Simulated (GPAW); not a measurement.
# NdH2 (Fm-3m) in GPAW: convergence with smearing width (eV)

Aim: find how far smearing width (eV) must go before the results for NdH2 settle, at LDA. This setting moves, with any that are tied to it; all else stays.

All numbers are computed with GPAW 26.7.0; they aren't measurements. Logs are shortened: lines on timing, memory, paths and dates and some standing lists are left out, and cuts for length are marked. The log counts tension as positive stress, the text compression.

## 1. Starting point

The structure is cubic, space group Fm-3m (No. 225). Conventional cell: a = 5.470 Å, b = 5.470 Å, c = 5.470 Å, α = 90.00°, β = 90.00°, γ = 90.00°. Nd (site symmetry m-3m) has 8 H at 2.37 Å as nearest neighbours. Around H (site symmetry -43m) lie 4 Nd at 2.37 Å.

## 2. With smearing width (eV) 0.5

run.py reads:

```python
from ase.dft.bandgap import bandgap
from ase.io import read, write
from ase.units import GPa
from gpaw import GPAW, PW

atoms = read('POSCAR')
atoms.set_initial_magnetic_moments([3.0, 0.0, 0.0])

calc = GPAW(mode=PW(800),
            xc='LDA',
            kpts={'size': (6, 6, 6), 'gamma': True},
            occupations={'name': 'fermi-dirac', 'width': 0.5},
            nbands=21,
            convergence={'density': 1e-05, 'energy': 1e-05},
            maxiter=100,
            txt='gpaw.txt')
atoms.calc = calc
energy = atoms.get_potential_energy()
forces = atoms.get_forces()
stress = atoms.get_stress()
calc.write('gs.gpw')
write('result.traj', atoms)
print(f'Energy: {energy:.6f} eV')
print('Forces (eV/A):')
print(forces.round(4))
print('Stress (GPa):', (stress / GPa).round(3))
print('Moments:', calc.get_magnetic_moments().round(3))
print('Fermi level:', round(calc.get_fermi_level(), 4), 'eV')
print(f'Gap: {bandgap(calc)[0]:.4f} eV, direct: {bandgap(calc, direct=True)[0]:.4f} eV')
```

POSCAR reads:

```
NdH2
1.0
    0.0000000000      2.7350000000      2.7350000000
    2.7350000000      0.0000000000      2.7350000000
    2.7350000000      2.7350000000      0.0000000000
Nd H
1 2
Direct
    0.0000000000      0.0000000000      0.0000000000
    0.7500000000      0.7500000000      0.7500000000
    0.2500000000      0.2500000000      0.2500000000
```

Potentials or basis: the program's PAW data sets (release 1.2.1) made for this functional, pw.

Launch:

```bash
> OMP_NUM_THREADS=1 python run.py
```

Wall time 44 s (1 thread of Arm Neoverse V1, shared host); peak memory 0.21 GiB.

What came out:

- Free energy: -17.1611 eV
- Pressure: -0.9 GPa
- Band gap on the k mesh: none (metal or under the smearing width)
- Net moment: 3.12 μB per cell
- Site moments: Nd +2.90; H -0.01 μB

## 3. With smearing width (eV) 0.3

Edit run.py of step 2 so:

```diff
@@ -11,3 +11,3 @@
             kpts={'size': (6, 6, 6), 'gamma': True},
-            occupations={'name': 'fermi-dirac', 'width': 0.5},
+            occupations={'name': 'fermi-dirac', 'width': 0.3},
             nbands=21,
```

POSCAR is that of step 2.

Potentials or basis: the program's PAW data sets (release 1.2.1) made for this functional, pw.

Launch:

```bash
> OMP_NUM_THREADS=1 python run.py
```

Run time: 47 s. Hardware: 1 thread of Arm Neoverse V1, shared host; peak memory 0.21 GiB.

Results:

* Free energy: -16.0018 eV
* Pressure: -1.4 GPa
* Band gap on the k mesh: none (metal or under the smearing width)
* Net moment: 3.45 μB per cell
* Site moments: Nd +3.16; H -0.01 μB

## 4. With smearing width (eV) 0.2

Edit run.py of step 3 so:

```diff
@@ -11,3 +11,3 @@
             kpts={'size': (6, 6, 6), 'gamma': True},
-            occupations={'name': 'fermi-dirac', 'width': 0.3},
+            occupations={'name': 'fermi-dirac', 'width': 0.2},
             nbands=21,
```

POSCAR is that of step 3.

Launch:

```bash
> OMP_NUM_THREADS=1 python run.py
```

Wall time 45 s (1 thread of Arm Neoverse V1, shared host); peak memory 0.21 GiB.

The run converged. Its results:

```
Free energy            : -15.4928 eV
Pressure               : -1.7 GPa
Band gap on the k mesh : none (metal or under the smearing width)
Net moment             : 3.51 μB per cell
Site moments           : Nd +3.19; H -0.01 μB
```

## 5. With smearing width (eV) 0.15

Edit run.py of step 4 so:

```diff
@@ -11,3 +11,3 @@
             kpts={'size': (6, 6, 6), 'gamma': True},
-            occupations={'name': 'fermi-dirac', 'width': 0.2},
+            occupations={'name': 'fermi-dirac', 'width': 0.15},
             nbands=21,
```

POSCAR is that of step 4.

Launch:

```bash
> OMP_NUM_THREADS=1 python run.py
```

Run time: 46 s. Hardware: 1 thread of Arm Neoverse V1, shared host; peak memory 0.21 GiB.

It converged, with:

| Property | Result |
| --- | --- |
| Free energy | -15.2568 eV |
| Pressure | -2.0 GPa |
| Band gap on the k mesh | none (metal or under the smearing width) |
| Net moment | 3.54 μB per cell |
| Site moments | Nd +3.20; H -0.01 μB |

## 6. With smearing width (eV) 0.1

Edit run.py of step 5 so:

```diff
@@ -11,3 +11,3 @@
             kpts={'size': (6, 6, 6), 'gamma': True},
-            occupations={'name': 'fermi-dirac', 'width': 0.15},
+            occupations={'name': 'fermi-dirac', 'width': 0.1},
             nbands=21,
```

POSCAR is that of step 5.

Potentials or basis: the program's PAW data sets (release 1.2.1) made for this functional, pw.

Launch:

```bash
> OMP_NUM_THREADS=1 python run.py
```

Run time: 48 s. Hardware: 1 thread of Arm Neoverse V1, shared host; peak memory 0.21 GiB.

It converged, with:

```
Free energy            : -15.0392 eV
Pressure               : -2.3 GPa
Band gap on the k mesh : none (metal or under the smearing width)
Net moment             : 3.58 μB per cell
Site moments           : Nd +3.21; H -0.01 μB
```

## 7. With smearing width (eV) 0.05

Edit run.py of step 6 so:

```diff
@@ -11,3 +11,3 @@
             kpts={'size': (6, 6, 6), 'gamma': True},
-            occupations={'name': 'fermi-dirac', 'width': 0.1},
+            occupations={'name': 'fermi-dirac', 'width': 0.05},
             nbands=21,
```

POSCAR is that of step 6.

Launch:

```bash
> OMP_NUM_THREADS=1 python run.py
```

Wall time 50 s (1 thread of Arm Neoverse V1, shared host); peak memory 0.21 GiB.

The run converged. Its results:

* Free energy: -14.8535 eV
* Pressure: -2.6 GPa
* Band gap on the k mesh: none (metal or under the smearing width)
* Net moment: 3.63 μB per cell
* Site moments: Nd +3.22; H -0.01 μB

## 8. With smearing width (eV) 0.025

Edit run.py of step 7 so:

```diff
@@ -11,3 +11,3 @@
             kpts={'size': (6, 6, 6), 'gamma': True},
-            occupations={'name': 'fermi-dirac', 'width': 0.05},
+            occupations={'name': 'fermi-dirac', 'width': 0.025},
             nbands=21,
```

POSCAR is that of step 7.

Launch:

```bash
> OMP_NUM_THREADS=1 python run.py
```

Run time: 52 s. Hardware: 1 thread of Arm Neoverse V1, shared host; peak memory 0.21 GiB.

Results (log left out):

| Property | Result |
| --- | --- |
| Free energy | -14.7854 eV |
| Pressure | -2.9 GPa |
| Band gap on the k mesh | none (metal or under the smearing width) |
| Net moment | 3.64 μB per cell |
| Site moments | Nd +3.23; H -0.01 μB |

## 9. With smearing width (eV) 0.01

Edit run.py of step 8 so:

```diff
@@ -11,3 +11,3 @@
             kpts={'size': (6, 6, 6), 'gamma': True},
-            occupations={'name': 'fermi-dirac', 'width': 0.025},
+            occupations={'name': 'fermi-dirac', 'width': 0.01},
             nbands=21,
```

POSCAR is that of step 8.

Potentials or basis: the program's PAW data sets (release 1.2.1) made for this functional, pw.

Launch:

```bash
> OMP_NUM_THREADS=1 python run.py
```

gpaw.txt:

```text
__  _  _
 | _ |_)|_||  |
 |__||  | ||/\| - 26.7.0

Input parameters:
  mode=PW(ecut=800.0),
  convergence={'density': 1e-05, 'energy': 1e-05},
  kpts=MonkhorstPack(size=(6, 6, 6), gamma=True),
  maxiter=100,
  nbands=21,
  occupations=Occupations(name='fermi-dirac', width=0.01),
  xc=XC(name='LDA')

Diagonalizing LCAO Hamiltonian
Converting LCAO to pw mode

                    H

           H

       Nd

Atoms  # Å, Bohr magnetons
|   | symbol |        x |        y |        z |    initial magnetic moments |
|---|--------|----------|----------|----------|-----------------------------|
| 0 |     Nd | 0.000000 | 0.000000 | 0.000000 | ( 0.0000,  0.0000,  3.0000) |
| 1 |      H | 4.102500 | 4.102500 | 4.102500 | ( 0.0000,  0.0000,  0.0000) |
| 2 |      H | 1.367500 | 1.367500 | 1.367500 | ( 0.0000,  0.0000,  0.0000) |

Unit cell  # Å
| periodic |        x |        y |        z |  lengths |    angles |
|----------|----------|----------|----------|----------|-----------|
|      yes | 0.000000 | 2.735000 | 2.735000 | 3.867874 | 60.000000 |
|      yes | 2.735000 | 0.000000 | 2.735000 | 3.867874 | 60.000000 |
|      yes | 2.735000 | 2.735000 | 0.000000 | 3.867874 | 60.000000 |

Number of symmetries: 48
Symmetry operations  # r_c * U_cc + t_c -> r_c
|    | kind |            matrix            |
|----|------|------------------------------|
|  0 |  σ   |  1, 0, 0,  1, 0,-1,  1,-1, 0 |
|  1 |  C2  |  1, 0, 0,  1,-1, 0,  1, 0,-1 |
|  2 |  E   |  1, 0, 0,  0, 1, 0,  0, 0, 1 |
|  3 |  σ   |  1, 0, 0,  0, 0, 1,  0, 1, 0 |
|  4 |  C4  |  1, 0,-1,  1, 0, 0,  1,-1, 0 |
|  5 |  S6  |  1, 0,-1,  1,-1, 0,  1, 0, 0 |
|  6 |  σ   |  1, 0,-1,  0, 1,-1,  0, 0,-1 |
|  7 |  C3  |  1, 0,-1,  0, 0,-1,  0, 1,-1 |
|  8 |  S6  |  1,-1, 0,  1, 0, 0,  1, 0,-1 |
|  9 |  C4  |  1,-1, 0,  1, 0,-1,  1, 0, 0 |
| 10 |  C3  |  1,-1, 0,  0,-1, 1,  0,-1, 0 |
| 11 |  σ   |  1,-1, 0,  0,-1, 0,  0,-1, 1 |
| 12 |  σ   |  0, 1, 0,  1, 0, 0,  0, 0, 1 |
| 13 |  C4  |  0, 1, 0,  0, 1,-1, -1, 1, 0 |
| 14 |  C3  |  0, 1, 0,  0, 0, 1,  1, 0, 0 |
| 15 |  S6  |  0, 1, 0, -1, 1, 0,  0, 1,-1 |
| 16 |  C2  |  0, 1,-1,  1, 0,-1,  0, 0,-1 |
| 17 |  σ   |  0, 1,-1,  0, 1, 0, -1, 1, 0 |
| 18 |  S4  |  0, 1,-1,  0, 0,-1,  1, 0,-1 |
| 19 |  C4  |  0, 1,-1, -1, 1, 0,  0, 1, 0 |
| 20 |  C3  |  0, 0, 1,  1, 0, 0,  0, 1, 0 |
| 21 |  σ   |  0, 0, 1,  0, 1, 0,  1, 0, 0 |
| 22 |  S6  |  0, 0, 1,  0,-1, 1, -1, 0, 1 |
| 23 |  C4  |  0, 0, 1, -1, 0, 1,  0,-1, 1 |
| 24 |  S4  |  0, 0,-1,  1, 0,-1,  0, 1,-1 |
| 25 |  C3  |  0, 0,-1,  0, 1,-1,  1, 0,-1 |
| 26 |  C2  |  0, 0,-1,  0,-1, 0, -1, 0, 0 |
| 27 |  S6  |  0, 0,-1, -1, 0, 0,  0,-1, 0 |
| 28 |  S4  |  0,-1, 1,  1,-1, 0,  0,-1, 0 |
| 29 |  C4  |  0,-1, 1,  0, 0, 1, -1, 0, 1 |
| 30 |  C2  |  0,-1, 1,  0,-1, 0,  1,-1, 0 |
| 31 |  σ   |  0,-1, 1, -1, 0, 1,  0, 0, 1 |
| 32 |  C3  |  0,-1, 0,  1,-1, 0,  0,-1, 1 |
| 33 |  S6  |  0,-1, 0,  0, 0,-1, -1, 0, 0 |
| 34 |  S4  |  0,-1, 0,  0,-1, 1,  1,-1, 0 |
| 35 |  C2  |  0,-1, 0, -1, 0, 0,  0, 0,-1 |
| 36 |  C2  | -1, 1, 0,  0, 1, 0,  0, 1,-1 |
| 37 |  S6  | -1, 1, 0,  0, 1,-1,  0, 1, 0 |
| 38 |  S4  | -1, 1, 0, -1, 0, 1, -1, 0, 0 |
| 39 |  C3  | -1, 1, 0, -1, 0, 0, -1, 0, 1 |
[... 108 lines left out ...]
  PPCG
  Converge bands: occupied
  niter=2

density mixing:
  MSR1-Mixer
  Pratt-step length: 0.05
  Maximum mixing coefficient: 0.75
  Old densities: 10
  SVD Regularization: 0.005
  Good broyden scale: 1.0
  Trust region scale: 1.0
  Backstep threshold: 4.0
  History deletion threshold: 6.0
  Fourier metric: weight=20.0, sigma=0.015

occupation numbers:
  Fermi-Dirac:
    width: 0.0100  # eV

poisson solver:
  ecut: 6400.0  # eV

xc functional:
  name: None

convergence criteria:
- Maximum integral of absolute [dens]ity change: 1e-05 electrons / valence electron
- Maximum [total energy] change in last 3 cyles: 1e-05 eV / valence electron
- Maximum integral of absolute [eigenst]ate change: 4e-08 eV^2 / valence electron
maximum number of iterations: 100

SCF iterations
|iter     | |      energy | eigst |  dens |  magmom |
|---------|-|-------------|-------|-------|---------|
|iter:   1| |  -26.204580 | -0.12 |       |  +3.0078|
|iter:   2| |  -18.530419 | -1.14 | -0.26 |  +2.8741|
|iter:   3| |  -16.212500 | -0.19 | -0.45 |  +2.8626|
|iter:   4| |  -15.002020 | -1.49 | -0.60 |  +2.9500|
|iter:   5| |  -15.575769 | -1.00 | -0.80 |  +3.3327|
|iter:   6| |  -14.757783 | -1.47 | -0.72 |  +3.3070|
|iter:   7| |  -14.791605 | -2.63 | -1.61 |  +3.4568|
|iter:   8| |  -14.769686 | -3.83 | -1.65 |  +3.5538|
|iter:   9| |  -14.757053 | -4.29 | -1.79 |  +3.6132|
|iter:  10| |  -14.756781 | -5.72 | -2.42 |  +3.6296|
|iter:  11| |  -14.756790 | -6.13 | -2.90 |  +3.6370|
|iter:  12| |  -14.756778c| -7.01 | -3.17 |  +3.6379|
|iter:  13| |  -14.756774c| -7.35 | -3.78 |  +3.6392|
|iter:  14| |  -14.756773c| -7.51c| -4.35 |  +3.6392|
|iter:  15| |  -14.756773c| -8.07c| -4.49 |  +3.6390|
|iter:  16| |  -14.756773c| -8.35c| -4.96 |  +3.6389|
|iter:  17| |  -14.756773c| -9.28c| -5.83c|  +3.6389|

Converged in 17 steps
Energy contributions relative to reference atoms: (reference = -261717.760991)

Energy contributions:
  Kinetic:         -33.122218
  Coulomb:          24.858416
  Zero:              1.581859
  External:          0.000000
  Xc:               -8.069944
  Entropy:          -0.009772
  Spinorbit:         0.000000
  ----------------------------
  Free energy:     -14.761659
  Extrapolated:    -14.756773

dipole moment: (-33.309916, -33.309916, -33.309916)  # |e|*Ang

Total magnetic moment: (0.000000, 0.000000, 3.638895)

Local magnetic moments
|        x |        y |         z |
|----------|----------|-----------|
| 0.000000 | 0.000000 |  3.225763 |  # Nd   0
| 0.000000 | 0.000000 | -0.009863 |  # H    1
| 0.000000 | 0.000000 | -0.009863 |  # H    2

Fermi level: 7.581
Eigenvalues  # (at kpt = [0.000, 0.000, 0.000])
| band index |      eig [eV] | occ [0-1] |      eig [eV] | occ [0-1] |
|------------|---------------|-----------|---------------|-----------|
|          0 |       -29.645 |     1.000 |       -28.153 |     1.000 |
|          1 |       -10.438 |     1.000 |        -9.237 |     1.000 |
|          2 |       -10.438 |     1.000 |        -9.237 |     1.000 |
|          3 |       -10.438 |     1.000 |        -9.237 |     1.000 |
|          4 |         0.805 |     1.000 |         1.099 |     1.000 |
|          5 |         5.393 |     1.000 |         5.868 |     1.000 |
|          6 |         7.446 |     1.000 |         9.341 |     0.000 |
|          7 |         7.446 |     1.000 |         9.341 |     0.000 |
|          8 |         7.446 |     1.000 |         9.341 |     0.000 |
|          9 |         7.760 |     0.000 |         9.540 |     0.000 |
|         10 |         7.760 |     0.000 |         9.540 |     0.000 |
|         11 |         7.760 |     0.000 |         9.540 |     0.000 |
|         12 |         8.831 |     0.000 |         9.935 |     0.000 |
|         13 |         8.831 |     0.000 |         9.935 |     0.000 |
|         14 |         8.831 |     0.000 |         9.935 |     0.000 |
|        ... |               |           |               |           |
|         20 |        18.657 |     0.000 |        19.281 |     0.000 |

No gap
No difference between direct/indirect transitions

Forces  # eV/Ang
|        x |        y |        z |
|----------|----------|----------|
| -0.00000 |  0.00000 | -0.00000 |  # Nd   0
|  0.00000 | -0.00000 |  0.00000 |  # H    1
| -0.00000 |  0.00000 | -0.00000 |  # H    2

Stress tensor  # eV/Ang^3
|         x |         y |         z |
|-----------|-----------|-----------|
|  0.018836 |  0.000000 | -0.000000 |
|  0.000000 |  0.018836 | -0.000000 |
| -0.000000 | -0.000000 |  0.018836 |

# Writing to gs.gpw (mode='')
```

Run time: 55 s. Hardware: 1 thread of Arm Neoverse V1, shared host; peak memory 0.22 GiB.

What came out:

```
Free energy            : -14.7617 eV
Pressure               : -3.0 GPa
Band gap on the k mesh : none (metal or under the smearing width)
Net moment             : 3.64 μB per cell
Site moments           : Nd +3.23; H -0.01 μB
```

## 10. Result

| smearing width (eV) | energy less the tightest run, at zero smearing (meV/atom) | pressure (GPa) | largest site moment (μB) | SCF cycles | CPU time (s) | peak memory (GiB) |
| --- | --- | --- | --- | --- | --- | --- |
| 0.5 | -269.24 | -0.93 | 2.90 | 13 | 44 | 0.21 |
| 0.3 | -149.83 | -1.37 | 3.16 | 14 | 47 | 0.21 |
| 0.2 | -83.28 | -1.75 | 3.19 | 13 | 45 | 0.21 |
| 0.15 | -52.61 | -1.99 | 3.20 | 13 | 46 | 0.21 |
| 0.1 | -25.78 | -2.27 | 3.21 | 14 | 48 | 0.21 |
| 0.05 | -5.65 | -2.62 | 3.22 | 15 | 50 | 0.21 |
| 0.025 | -0.71 | -2.88 | 3.23 | 16 | 52 | 0.21 |
| 0.01 | 0.00 | -3.02 | 3.23 | 17 | 55 | 0.22 |

Against the tightest run, the energy stays within 1 meV/atom from 0.025 on; the largest site moment stays within 0.02 μB from 0.1 on. Not settled before the last step: the pressure (to 0.1 GPa). Narrower smearing needs a denser k mesh, so at a fixed mesh the narrowest width isn't the most accurate. The tightest run that finished is the yardstick and may itself not be fully converged.

Caveats: one-centre terms of the f shell are cut off; the magnetic or orbital state may not be the lowest; spin-orbit coupling is left out, which moves the levels of the heavy elements; without U or exact exchange the open f shell lies at the Fermi level, which spoils levels, moments and volumes.
